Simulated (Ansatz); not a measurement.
The system is CrO2.

```
Cr O
1.0
     4.42100    0.00000    0.00000
     0.00000    4.42100    0.00000
     0.00000    0.00000    2.91700
Cr O
2 4
Cartesian
  2.2105 2.2105 1.4585
  0.0000 0.0000 0.0000
  3.5412 0.8798 1.4585
  3.0903 3.0903 0.0000
  0.8798 3.5412 1.4585
  1.3307 1.3307 0.0000
```

Base run:

* Program: Ansatz 0.2.0
* Functional: PBEsol
* Potentials or basis: Ansatz PAW
* Cutoff: 420 eV (not typed: the program's choice for these potentials)
* k mesh: 6 × 6 × 9
* Occupations: fermi-dirac, width 0.05 eV
* Spin: collinear spin, random start
* Starting moments: [1.62, 1.3, 0.0, 0.0, 0.0, 0.0] μB

Its results: band gap on the k mesh none (metal or under the smearing width); pressure -6.4 GPa; largest force 0.342 eV/Å.

The run is repeated on the same cell with these changes: spin from collinear spin, random start to no spin polarisation. What comes out?

Band gap on the k mesh none (metal or under the smearing width); pressure -13.6 GPa; largest force 0.213 eV/Å.

Caveats: semilocal functionals often make such compounds metallic where correlation or magnetic order opens a gap, which also shifts bond lengths; the PAW data sets come from PBE, with cores solved anew for the run's functional, which leaves a small shift of forces and pressure.
